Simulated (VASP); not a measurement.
## ZrO₂ (space group Fm-3m): computed properties

The numbers are results of r2SCAN meta-GGA, VASP's PBE PAW potentials (set 64) (plane waves; VASP), not measurements.

```yaml
space_group: Fm-3m (225)
cell: a = b = c = 5.092 Å, α = β = γ = 90.00°
volume_per_atom: 11.00 Å^3/atom
band gap (over mesh and band path): 3.87 eV
smallest direct gap (over mesh and band path): 4.27 eV
band_edge_character_without_spin_orbit_coupling: indirect, X to Γ
band_gap_with_spin_orbit_coupling: 3.87 eV
density: 6.20 g/cm³
```

```
CELL_PARAMETERS angstrom
      0.00000     2.54599     2.54599
      2.54599     0.00000     2.54599
      2.54599     2.54599     0.00000
ATOMIC_POSITIONS crystal
  Zr 0.00000 0.00000 0.00000
  O  0.25000 0.25000 0.25000
  O  0.75000 0.75000 0.75000
```

The structure comes from a computed database's ZrO2 entry (Fm-3m); how it stands against other phases isn't given here. It was relaxed first. Symmetry was kept, so distortions that lower it aren't found.
